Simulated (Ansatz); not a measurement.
# OH on Cu (111)

The task, for Cu: find where and how strongly OH adsorbs.

Program: Ansatz 0.2.0. Level of theory: DFT PBE, scalar-relativistic, plane waves, PAW. These are calculated values, not measurements.

5 further runs of the same task are left out: 5 set aside as unsound or not needed.

### 1 The structure to begin with

The structure is trigonal, space group P3m1 (No. 156). Conventional cell: a = 2.567 Å, b = 2.567 Å, c = 23.287 Å, α = 90.00°, β = 90.00°, γ = 120.00°. Around Cu (site symmetry 3m) lie 9 Cu at 2.57 Å. Cu (site symmetry 3m) is surrounded by 12 Cu at 2.54 to 2.57 Å. Around Cu (site symmetry 3m) lie 9 Cu at 2.54 to 2.57 Å.

Structure file:

```cif
data_structure
_symmetry_space_group_name_H-M 'P3m1'
_symmetry_Int_Tables_number 156
_cell_length_a 2.5666
_cell_length_b 2.5666
_cell_length_c 23.2869
_cell_angle_alpha 90.000
_cell_angle_beta 90.000
_cell_angle_gamma 120.000
_cell_volume 132.85
loop_
_atom_site_label
_atom_site_type_symbol
_atom_site_symmetry_multiplicity
_atom_site_Wyckoff_symbol
_atom_site_fract_x
_atom_site_fract_y
_atom_site_fract_z
_atom_site_occupancy
Cu1 Cu 1 c 0.66667 0.33333 0.63499 1
Cu2 Cu 1 b 0.33333 0.66667 0.54500 1
Cu3 Cu 1 a 0.00000 0.00000 0.45632 1
Cu4 Cu 1 c 0.66667 0.33333 0.36759 1
```

Planes are indexed in the bulk's conventional cell (Fm-3m (No. 225)), a = 3.630 Å, b = 3.630 Å, c = 3.630 Å, α = 90.00°, β = 90.00°, γ = 90.00°.

This (111) slab, 6.3 Å thick as cut, with 17 Å of vacuum, in a 2×2 surface cell; its outer planes are Cu (top) and Cu (bottom), was relaxed beforehand with its lower half held: -105999.0263 eV, work function 4.80 eV.

### 2 Start: OH, top (Cu)

Contents of input.yaml:

```yaml
crystal:
  lattice:
    - [5.1332392119, 0.0, 0.0]
    - [-2.5666196059, 4.4455155612, 0.0]
    - [0.0, 0.0, 26.1669083984]
  atoms:
    - { symbol: Cu, position: [0.3333333333, 0.1666666667, 0.3248377634] }
    - { symbol: Cu, position: [0.3333333333, 0.6666666667, 0.3248377634] }
    - { symbol: Cu, position: [0.8333333333, 0.1666666667, 0.3248377634] }
    - { symbol: Cu, position: [0.8333333333, 0.6666666667, 0.3248377634] }
    - { symbol: Cu, position: [0.6666666667, 0.3333333333, 0.4049250287] }
    - { symbol: Cu, position: [0.6666666667, 0.8333333333, 0.4049250287] }
    - { symbol: Cu, position: [0.1666666667, 0.3333333333, 0.4049250287] }
    - { symbol: Cu, position: [0.1666666667, 0.8333333333, 0.4049250287] }
    - { symbol: Cu, position: [0.0, 0.5, 0.4838418547] }
    - { symbol: Cu, position: [0.0, 0.0, 0.4838418547] }
    - { symbol: Cu, position: [0.5, 0.5, 0.4838418547] }
    - { symbol: Cu, position: [0.5, 0.0, 0.4838418547] }
    - { symbol: Cu, position: [0.3333333333, 0.6666666667, 0.5628082533] }
    - { symbol: Cu, position: [0.3333333333, 0.1666666667, 0.5628082533] }
    - { symbol: Cu, position: [0.8333333333, 0.6666666667, 0.5628082533] }
    - { symbol: Cu, position: [0.8333333333, 0.1666666667, 0.5628082533] }
    - { symbol: O, position: [0.3333333333, 0.6666666667, 0.638476344] }
    - { symbol: H, position: [0.2502195243, 0.5952577279, 0.6721066066] }
basis:
  ecutwfc: 420
kpoints:
  mp_grid: { grid: [6, 6, 1] }
hamiltonian:
  xc: pbe
scf:
  occupations: { method: gaussian, width: 0.1 }
output:
  forces: true
  eigenvalues: true
  write_density: true
  write_potential: true
  elf: true
  volumetric_format: npy
relax:
  adjacent_minimum: "off"
  f_tol: 0.03
  max_steps: 70
  constraints: [{ sites: [0, 1, 2, 3, 4, 5, 6, 7] }]
efield:
  axis: 3
  dipole_correction: true
  ramp_width: 0.04
```

On the command line:

```console
ansatz run input.yaml --threads 4 --pin off --max-ram 10240MiB --backend cpu --events-out ev --progress --plain --runs-dir out
```

Further runs follow: OH at the hollow (nearest Cu) site.

**Question.** What will these runs give? Wanted: OH: lowest end.

The runs gave:

| quantity | value |
| --- | --- |
| OH: lowest end | E_ads -2.83 eV, from the top (Cu) start, 3 bonded, 1.37 Å high |

What this shows: The strongest binding of OH is 2.83 eV, a strong chemical bond; the ends span 0.00 eV. On the way to the lowest end the anchoring atom slid 1.5 Å from where it was put. It lowers the work function by 1.52 eV, as a dipole layer with its positive end outwards does. The slab runs have no spin polarisation, while the free adsorbate has its spin; a moment that survived on the surface would lower E_ads. The final runs have no spin polarisation, so a magnetic state may lie lower.
